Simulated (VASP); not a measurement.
# Au in VASP: a series of runs, part 3 of 3

VASP 6.6.1. The steps go on from the part before.

### Step 6. Work function, revPBE

Contents of INCAR:

```
SYSTEM = Au
PREC = Accurate ; ENCUT = 520
EDIFF = 1E-6 ; ISMEAR = -1
SIGMA = 0.05 ; LREAL = .False.
LASPH = .True. ; NELM = 60
ALGO = Fast ; ISIF = 2
LWAVE = .False. ; LCHARG = .True.
LDIPOL = .True. ; IDIPOL = 3
DIPOL = 0.5 0.5 0.500 ; GGA = RE
LELF = .True. ; LVHAR = .True.
LVACPOTAV = .True.
```

Contents of KPOINTS:

```
Automatic mesh
0
Gamma
  8 8 1
  0 0 0
```

Contents of POSCAR:

```
Au
1.0
    2.8226199300      0.0000000000      0.0000000000
   -1.4113099650      2.5559330250      0.0000000000
    0.0000000000      0.0000000000     27.2329240250
Au
6
Direct
    0.3346720300      0.6693440600      0.2754019360
    0.6653279700      0.3306559400      0.3652411616
    0.3346720300      0.6693440600      0.4550803872
    0.6653279700      0.3306559400      0.5449196128
    0.3346720300      0.6693440600      0.6347588384
    0.6653279700      0.3306559400      0.7245980640
```

Potentials or basis: VASP PAW PBE potentials, release 64 (Au).

Command:

```
$ cat potpaw_PBE.64/Au/POTCAR > POTCAR
$ mpirun -np 1 vasp_std > vasp.out
```

OUTCAR:

```text
SYSTEM = Au
   PREC = Accurate
   ENCUT = 520
   EDIFF = 1E-6
   ISMEAR = -1
   LREAL = .False.
   LASPH = .True.
   NELM = 60
   ISIF = 2
   GGA = RE

 ion  position               nearest neighbor table
   1  0.335  0.669  0.275-   2 2.95   2 2.95   2 2.97
   2  0.665  0.331  0.365-   1 2.95   1 2.95   3 2.95   3 2.95   1 2.97   3 2.97
   3  0.335  0.669  0.455-   2 2.95   4 2.95   2 2.95   4 2.95   2 2.97   4 2.97
   4  0.665  0.331  0.545-   3 2.95   5 2.95   3 2.95   5 2.95   3 2.97   5 2.97
   5  0.335  0.669  0.635-   6 2.95   6 2.95   4 2.95   4 2.95   6 2.97   4 2.97
   6  0.665  0.331  0.725-   5 2.95   5 2.95   5 2.97

  LATTYP: Found a base centered orthorhombic cell.
 ALAT       =     2.8226199300
 B/A-ratio  =     1.8110359088
 C/A-ratio  =     9.6481016575

  Lattice vectors:

 A1 = (   1.4113099650,  -2.5559330250,   0.0000000000)
 A2 = (   1.4113099650,   2.5559330250,   0.0000000000)
 A3 = (   0.0000000000,   0.0000000000,  27.2329240250)

Analysis of symmetry for initial positions (statically):
=====================================================================
 Subroutine PRICEL returns:
 Original cell was already a primitive cell.

 Routine SETGRP: Setting up the symmetry group for a
 base centered orthorhombic supercell.

 Subroutine GETGRP returns: Found  4 space group operations
 (whereof  4 operations were pure point group operations)
 out of a pool of  8 trial point group operations.

The static configuration has the point symmetry C_2h.

Analysis of symmetry for dynamics (positions and initial velocities):
=====================================================================
 Subroutine PRICEL returns:
 Original cell was already a primitive cell.

 Routine SETGRP: Setting up the symmetry group for a
 base centered orthorhombic supercell.

 Subroutine GETGRP returns: Found  4 space group operations
 (whereof  4 operations were pure point group operations)
[... 131 lines left out ...]
   GGA     = RE    functional components
   LHFCALC =     F    Hartree Fock is set to
   AEXX    =    0.0000 exact exchange contribution
   IVDW    =     0    specifies the selected vdW correction
   LEPSILON=     F    determine dielectric tensor
   LRPA    =     F    only Hartree local field effects (RPA)
 non-spin polarized calculation
 RMM-DIIS sequential band-by-band and
  energy-cutoff  :      520.00
  volume of cell :      196.47
 maximum number of plane-waves:      5350
 NGX is ok and might be reduce to    24
   NGX = 11   NGY = 11   NGZ =101

 dipolmoment           0.000000      0.000000      0.000000 electrons x Angstroem

 number of electron      66.0000000 magnetization

 dipolmoment           0.000000      0.000000     -0.000000 electrons x Angstroem

 Free energy of the ion-electron system (eV)
  ---------------------------------------------------
  ext. energy  EPLUGINS =         0.00000000
  ---------------------------------------------------
  free energy    TOTEN  =       -15.83728888 eV

  energy without entropy =      -15.81508501  energy(sigma->0) =      -15.82618695

 E-fermi :   2.4967     XC(G=0):  -7.2831

 val. band max:        2.4680888482   @ k =   0.1250   0.0000   0.0000
 cond. band min:       2.5036299159   @ k =   0.3750   0.1250   0.0000
 fundamental gap:      0.0355410677
 Fermi energy:         2.4966605771

 k-point     1 :       0.0000    0.0000    0.0000
  band No.  band energies     occupation
      1      -6.8211      2.00000
      2      -6.2676      2.00000
      3      -5.5098      2.00000
      4      -4.8671      2.00000
      5      -4.5729      2.00000
      6      -4.5641      2.00000
[... 871 lines left out ...]
     38       5.9012      0.00000
     39       6.5755      0.00000

------------------------ aborting loop because EDIFF is reached ----------------------------------------

  FORCE on cell =-STRESS in cart. coord.  units (eV):
  Direction    XX          YY          ZZ          XY          YZ          ZX
  --------------------------------------------------------------------------------------
  -------------------------------------------------------------------------------------
  Total        1.5780330      1.8231860      3.1290620      0.0000000     -0.0373116      0.0000000
  in kB       12.8685771     14.8677552     25.5169410      0.0000000     -0.3042693      0.0000000
  external PRESSURE =      17.7510911 kB  Pullay stress =       0.0000000 kB

 VOLUME and BASIS-vectors are now :
 -----------------------------------------------------------------------------
  energy-cutoff  :      520.00
  volume of cell :      196.47
      direct lattice vectors                 reciprocal lattice vectors
     2.822619930  0.000000000  0.000000000     0.354280783  0.195623279  0.000000000
    -1.411309965  2.555933025  0.000000000     0.000000000  0.391246559  0.000000000
     0.000000000  0.000000000 27.232924025     0.000000000  0.000000000  0.036720258

 POSITION                                       TOTAL-FORCE (eV/Angst)
 -----------------------------------------------------------------------------------
      0.00000      1.71080      7.50000         0.000000      0.009868     -0.356549
      1.41131      0.84513      9.94658         0.000000     -0.018889      0.180718
      0.00000      1.71080     12.39317         0.000000      0.022678     -0.074329
      1.41131      0.84513     14.83975        -0.000000     -0.022678      0.074329
      0.00000      1.71080     17.28634        -0.000000      0.018889     -0.180718
      1.41131      0.84513     19.73292         0.000000     -0.009868      0.356549
 -----------------------------------------------------------------------------------
    total drift:                               -0.000000     -0.000000     -0.000000

  FREE ENERGIE OF THE ION-ELECTRON SYSTEM (eV)
  ---------------------------------------------------
  free  energy   TOTEN  =       -15.8372888822 eV

  energy  without entropy=      -15.8150850111  energy(sigma->0) =      -15.82618695

 vacuum level on the upper side and lower side of the slab         7.589         7.589
```

Wall time 3.8 min (1 thread of Intel Xeon Platinum 8488C (Sapphire Rapids), shared host); peak memory 0.39 GiB.

Results:

* Free energy: -15.8373 eV
* Largest force: 0.357 eV/Å
* Band gap on the k mesh: none (metal or under the smearing width)
* Work function of the upper face: 5.09 eV
* Work function of the lower face: 5.09 eV

Forces in eV/Å, atoms in the order of the input:
```
Au   0.000  0.010 -0.357
Au   0.000 -0.019  0.181
Au   0.000  0.023 -0.074
Au   0.000 -0.023  0.074
Au   0.000  0.019 -0.181
Au   0.000 -0.010  0.357
```

Levels at points of the mesh, in eV from the Fermi level:
| k point | band 30 | band 31 | band 32 | band 33 | band 34 | band 35 | band 36 | band 37 | band 38 | band 39 |
| --- | --- | --- | --- | --- | --- | --- | --- | --- | --- | --- |
| (0.00, 0.00, 0.00) | -2.44 | -2.34 | -2.24 | -2.21 | -2.15 | -2.14 | -0.85 | -0.14 | 3.74 | 4.64 |
| (0.50, 0.00, 0.00) | -1.52 | 0.33 | 0.34 | 0.71 | 1.25 | 1.61 | 1.70 | 3.96 | 3.98 | 4.58 |
| (0.00, 0.50, 0.00) | -1.60 | 0.04 | 0.04 | 0.38 | 0.86 | 1.18 | 1.24 | 3.36 | 3.40 | 4.08 |

Caveat: the PAW data sets were made with another functional, which shifts forces and pressure a little. Spin-orbit coupling is left out, which matters for the levels of Au.

### Step 7. Summary

```csv
level,potentials or basis,gap on the mesh (eV),largest force (eV/Å),work function (eV)
LDA,"VASP PAW LDA potentials, release 64 (Au)",none,0.29,5.66
PBE,"VASP PAW PBE potentials, release 64 (Au)",none,0.23,5.25
PBEsol,"VASP PAW PBE potentials, release 64 (Au)",none,0.18,5.39
RPBE,"VASP PAW PBE potentials, release 64 (Au)",none,0.41,5.07
revPBE,"VASP PAW PBE potentials, release 64 (Au)",none,0.36,5.09
```

Alike in all rows: task work function; no spin polarisation; cell as given; k mesh 8 × 8 × 1; cutoff (eV) 520; smearing fermi-dirac 0.05 eV.

Caveats: the PAW data sets were made with another functional, which shifts forces and pressure a little (some runs).

Absolute energies hang on the potentials; compare differences alone.
